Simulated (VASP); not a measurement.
# CdS (Fm-3m) in VASP: a series of runs

The runs below take CdS through dielectric tensor, RPA correlation energy, band structure, with PBEsol, PBE.

Everything below comes from runs of VASP 6.6.1. Logs are shortened: lines on timing, memory, paths and dates and some standing lists are left out, and cuts for length are marked.

## Step 1: The structure

It takes space group Fm-3m (No. 225, cubic). Conventional cell: a = 5.506 Å, b = 5.506 Å, c = 5.506 Å, α = 90.00°, β = 90.00°, γ = 90.00°. Around Cd (site symmetry m-3m) lie 6 S at 2.75 Å. Around S (site symmetry m-3m) lie 6 Cd at 2.75 Å.

Measurements of this composition are mostly on another form, of space group No. 186.

## Step 2: Dielectric tensor, PBEsol

The input, INCAR:

```
PREC = Accurate
ENCUT = 400
EDIFF = 1E-8
ISMEAR = 0
SIGMA = 0.01
LREAL = F
LASPH = T
NELM = 100
ALGO = Normal
ISIF = 2
LWAVE = F
LCHARG = F
GGA = PS
LEPSILON = T
```

The input, KPOINTS:

```
regular mesh
0
Gamma
  10 10 10
```

The input, POSCAR:

```
CdS
1.0
    0.0000000000      2.7532440000      2.7532440000
    2.7532440000      0.0000000000      2.7532440000
    2.7532440000      2.7532440000      0.0000000000
Cd S
1 1
Direct
    0.0000000000      0.0000000000      0.0000000000
    0.5000000000      0.5000000000      0.5000000000
```

Potentials or basis: VASP PAW PBE potentials, release 64 (Cd, S).

Started as:

```sh
$ cat potpaw_PBE.64/Cd/POTCAR potpaw_PBE.64/S/POTCAR > POTCAR
$ mpirun -np 1 vasp_std > vasp.out
```

OUTCAR:

```text
PREC = Accurate
   ENCUT = 400
   EDIFF = 1E-8
   ISMEAR = 0
   LREAL = F
   LASPH = T
   NELM = 100
   ISIF = 2
   GGA = PS
   LEPSILON = T

 Found     47 irreducible k-points:

 Following reciprocal coordinates:
            Coordinates               Weight
  0.000000  0.000000  0.000000      1.000000
  0.100000  0.000000  0.000000      8.000000
  0.200000  0.000000  0.000000      8.000000
  0.300000  0.000000  0.000000      8.000000
  0.400000  0.000000  0.000000      8.000000
  0.500000  0.000000  0.000000      4.000000
   k-points           NKPTS =     47   k-points in BZ     NKDIM =     47   number of bands    NBANDS=     13
   number of dos      NEDOS =    301   number of ions     NIONS =      2
   total plane-waves  NPLWV =  21952
   dimension x,y,z NGX =    28 NGY =   28 NGZ =   28
   dimension x,y,z NGXF=    56 NGYF=   56 NGZF=   56
   ions per type =               1   1
   NGX,Y,Z   is equivalent  to a cutoff of  11.95, 11.95, 11.95 a.u.
   NGXF,Y,Z  is equivalent  to a cutoff of  23.91, 23.91, 23.91 a.u.
 SYSTEM =  unknown system
   PREC   = accura    normal or accurate (medium, high low for compatibility)
   ISTART =      0    job   : 0-new  1-cont  2-samecut
   ICHARG =      2    charge: 1-file 2-atom 10-const
   ISPIN  =      1    spin polarized calculation?
   LNONCOLLINEAR =      F non collinear calculations
   LSORBIT =      F    spin-orbit coupling
   LASPH  =      T    aspherical Exc in radial PAW
   ENCUT  =  400.0 eV  29.40 Ry    5.42 a.u.   6.35  6.35  6.35*2*pi/ulx,y,z
   NELM   =    100;   NELMIN=  2; NELMDL= -5     # of ELM steps
   EDIFF  = 0.1E-07   stopping-criterion for ELM
   LREAL  =      F    real-space projection
   EDIFFG = 0.1E-06   stopping-criterion for IOM
   NSW    =      0    number of steps for IOM
   IBRION =     -1    ionic relax: 0-MD 1-quasi-New 2-CG
   NFREE  =      0    steps in history (QN), initial steepest desc. (CG)
   ISIF   =      2    stress and relaxation
   ISYM   =      2    0-nonsym 1-usesym 2-fastsym
   POTIM  = 0.5000    time-step for ionic-motion
   TEBEG  =    0.0;   TEEND  =   0.0 temperature during run
   PSTRESS=    0.0 pullay stress
   NELECT =      18.0000    total number of electrons
   NUPDOWN=      -1.0000    fix difference up-down
   EMIN   =  10.00;   EMAX   =-10.00  energy-range for DOS
   EFERMI =   0.00;   METHOD = LEGACY
   ISMEAR =     0;   SIGMA  =   0.01  broadening in eV -4-tet -1-fermi 0-gaus
   EFERMI_NEDOS =   21; number of points for ismear=-14 and -15
   IALGO  =     38    algorithm
   IMIX   =      4    mixing-type and parameters
     AMIX     =   0.40;   BMIX     =  1.00
     AMIX_MAG =   1.60;   BMIX_MAG =  1.00
  volume/ion in A,a.u.               =      20.87       140.84
  Fermi-wavevector in a.u.,A,eV,Ry     =   1.236833  2.337275 20.813583  1.529755
  Thomas-Fermi vector in A             =   2.371425
   LORBIT       =      0    0 simple, 1 ext, 2 COOP (PROOUT), +10 PAW based schemes
   GGA     = PS    functional components
   LHFCALC =     F    Hartree Fock is set to
   AEXX    =    0.0000 exact exchange contribution
   IVDW    =     0    specifies the selected vdW correction
   LEPSILON=     T    determine dielectric tensor
   LRPA    =     F    only Hartree local field effects (RPA)
 non-spin polarized calculation
 Gauss-broadening in eV      SIGMA  =   0.01
  energy-cutoff  :      400.00
  volume of cell :       41.74
 maximum number of plane-waves:       769
 NGX is ok and might be reduce to    28
   NGX = 13   NGY = 13   NGZ = 13

--------------------------------------- Ionic step        1  -------------------------------------------

 number of electron      17.9999990 magnetization

 E-fermi :   2.7042     XC(G=0): -10.5086

 val. band max:        2.6256956940   @ k =  -0.2000   0.2000   0.0000
 cond. band min:       2.7472299206   @ k =   0.5000   0.5000   0.0000
 fundamental gap:      0.1215342266
 Fermi energy:         2.7042295611

 k-point     1 :       0.0000    0.0000    0.0000
  band No.  band energies     occupation
      1     -10.0674      2.00000
      2      -4.9364      2.00000
      3      -4.9364      2.00000
      4      -4.9345      2.00000
      5      -4.9345      2.00000
      6      -4.9345      2.00000
      7       1.9065      2.00000
      8       1.9065      2.00000
      9       1.9065      2.00000
     10       3.3195      0.00000
     11      11.7635      0.00000
     12      11.7635      0.00000
     13      11.7635      0.00000

 k-point     2 :       0.1000    0.0000    0.0000
  band No.  band energies     occupation
      1      -9.9826      2.00000
      2      -4.9655      2.00000
      3      -4.9655      2.00000
      4      -4.9437      2.00000
      5      -4.9161      2.00000
      6      -4.9161      2.00000
      7       1.0271      2.00000
      8       1.9668      2.00000
      9       1.9668      2.00000
     10       4.1944      0.00000
     11      10.8352      0.00000
     12      11.5970      0.00000
     13      11.5970      0.00000

 k-point     3 :       0.2000    0.0000    0.0000
  band No.  band energies     occupation
      1      -9.7451      2.00000
      2      -5.0419      2.00000
      3      -5.0419      2.00000
      4      -4.9754      2.00000
      5      -4.8676      2.00000
      6      -4.8676      2.00000
      7      -0.2031      2.00000
      8       2.1298      2.00000
      9       2.1298      2.00000
     10       5.3420      0.00000
     11       9.6910      0.00000
     12      10.5584      0.00000
     13      10.5584      0.00000

 k-point     4 :       0.3000    0.0000    0.0000
  band No.  band energies     occupation
      1      -9.4110      2.00000
      2      -5.1323      2.00000
      3      -5.1323      2.00000
      4      -5.0405      2.00000
      5      -4.8057      2.00000
      6      -4.8057      2.00000
      7      -1.2532      2.00000
      8       2.3461      2.00000
      9       2.3461      2.00000
     10       6.0073      0.00000
     11       9.1188      0.00000
     12       9.4522      0.00000
     13       9.4522      0.00000

 k-point     5 :       0.4000    0.0000    0.0000
  band No.  band energies     occupation
      1      -9.0939      2.00000
      2      -5.2032      2.00000
      3      -5.2032      2.00000
      4      -5.1329      2.00000
      5      -4.7551      2.00000
      6      -4.7551      2.00000
      7      -1.9562      2.00000
      8       2.5382      2.00000
      9       2.5382      2.00000
     10       6.0565      0.00000
     11       8.6962      0.00000
     12       8.6962      0.00000
     13       9.1332      0.00000

 k-point     6 :       0.5000    0.0000    0.0000
  band No.  band energies     occupation
      1      -8.9571      2.00000
      2      -5.2296      2.00000
      3      -5.2296      2.00000
      4      -5.1842      2.00000
      5      -4.7354      2.00000
      6      -4.7354      2.00000
      7      -2.2017      2.00000
      8       2.6171      2.00000
      9       2.6171      2.00000
     10       5.9880      0.00000
     11       8.4261      0.00000
     12       8.4261      0.00000
     13       9.2085      0.00000

 [... further k-points ...]

  FORCE on cell =-STRESS in cart. coord.  units (eV):
  Direction    XX          YY          ZZ          XY          YZ          ZX
  --------------------------------------------------------------------------------------
  -------------------------------------------------------------------------------------
  Total       -1.1573573     -1.1573573     -1.1573573     -0.0000000      0.0000000      0.0000000
  in kB      -44.4236209    -44.4236209    -44.4236209     -0.0000000      0.0000000      0.0000000
  external PRESSURE =     -44.4236209 kB  Pullay stress =       0.0000000 kB

 VOLUME and BASIS-vectors are now :
 -----------------------------------------------------------------------------
  energy-cutoff  :      400.00
  volume of cell :       41.74
      direct lattice vectors                 reciprocal lattice vectors
     0.000000000  2.753244000  2.753244000    -0.181603955  0.181603955  0.181603955
     2.753244000  0.000000000  2.753244000     0.181603955 -0.181603955  0.181603955
     2.753244000  2.753244000  0.000000000     0.181603955  0.181603955 -0.181603955

 POSITION                                       TOTAL-FORCE (eV/Angst)
 -----------------------------------------------------------------------------------
      0.00000      0.00000      0.00000         0.000000      0.000000      0.000000
      2.75324      2.75324      2.75324        -0.000000     -0.000000     -0.000000
 -----------------------------------------------------------------------------------
    total drift:                                0.000000      0.000000      0.000000

  FREE ENERGIE OF THE ION-ELECTRON SYSTEM (eV)
  ---------------------------------------------------
  free  energy   TOTEN  =        -6.6180173817 eV

  energy  without entropy=       -6.6180173817  energy(sigma->0) =       -6.61801738

 HEAD OF MICROSCOPIC STATIC DIELECTRIC TENSOR (INDEPENDENT PARTICLE, excluding Hartree and local field effects)
 ------------------------------------------------------
          10.201147     0.000000     0.000000
           0.000000    10.201147     0.000000
          -0.000000    -0.000000    10.201147
 ------------------------------------------------------

 Free energy of the ion-electron system (eV)
  ---------------------------------------------------
  ---------------------------------------------------
  free energy    TOTEN  =        -1.06192861 eV

  energy without entropy =       -1.06192861

------------------------ aborting loop because EDIFF is reached ----------------------------------------

--------------------------------------- Ionic step        2  -------------------------------------------

------------------------ aborting loop because EDIFF is reached ----------------------------------------

--------------------------------------- Ionic step        3  -------------------------------------------

 Free energy of the ion-electron system (eV)
  ---------------------------------------------------
  ---------------------------------------------------
  free energy    TOTEN  =        -1.06193101 eV

  energy without entropy =       -1.06193101

------------------------ aborting loop because EDIFF is reached ----------------------------------------

 PIEZOELECTRIC TENSOR FIELD DIRECTION 3  (e Angst)
 -----------------------------------------------------------------------------
    -0.00042  0.00000  0.00000           ( -0.00000  0.00000  0.00000)
     0.00000 -0.00042 -0.00000           (  0.00000 -0.00000  0.00000)
     0.00000 -0.00000 -0.00211           (  0.00000  0.00000  0.00001)

 PIEZOELECTRIC TENSOR FIELD DIRECTION 3  (C/m^2)
 -----------------------------------------------------------------------------
    -0.00016  0.00000  0.00000
     0.00000 -0.00016 -0.00000
     0.00000 -0.00000 -0.00081

 MACROSCOPIC STATIC DIELECTRIC TENSOR (including local field effects in DFT)
 ------------------------------------------------------
           9.760403     0.000000     0.000000
          -0.000000     9.760403     0.000000
          -0.000000     0.000000     9.760403
 ------------------------------------------------------

 PIEZOELECTRIC TENSOR (including local field effects)  for field in x, y, z        (e  Angst)
          XX          YY          ZZ          XY          YZ          ZX
  --------------------------------------------------------------------------------
  x     0.00000     0.00000     0.00000     0.00000     0.00000     0.00000
  y     0.00000     0.00000     0.00000     0.00000     0.00000     0.00000
  z     0.00000     0.00000     0.00000     0.00000     0.00000     0.00000

 PIEZOELECTRIC TENSOR (including local field effects)  for field in x, y, z        (C/m^2)
          XX          YY          ZZ          XY          YZ          ZX
  --------------------------------------------------------------------------------
  x     0.00000     0.00000     0.00000     0.00000     0.00000     0.00000
  y     0.00000     0.00000     0.00000     0.00000     0.00000     0.00000
  z     0.00000     0.00000     0.00000     0.00000     0.00000     0.00000

 BORN EFFECTIVE CHARGES (including local field effects) (in |e|, cummulative output)
 ---------------------------------------------------------------------------------
 ion    1
    1     3.02142    -0.00000    -0.00000
    2     0.00000     3.02142     0.00000
    3    -0.00000     0.00000     3.02142
 ion    2
    1    -3.02142     0.00000     0.00000
    2    -0.00000    -3.02142    -0.00000
    3     0.00000    -0.00000    -3.02142
```

Wall time 2.4 min (1 thread of AMD EPYC 9R45 (Zen 5), shared host); peak memory 0.22 GiB.

These settings aren't checked as converged: the numbers below hold their error.

Results:

```yaml
Band_gap_on_the_k_mesh: 0.12 eV, indirect (least direct gap 1.41 eV)
Electronic_dielectric_tensor_diagonal: 9.76
Born_charges_mean_of_the_diagonal: Cd +3.02; S -3.02 e
```

Caveat: the gap is small at this level, which inflates the dielectric constant; the PAW data sets were made with another functional, which shifts forces and pressure a little.

(Continued in part 2 of 2.)
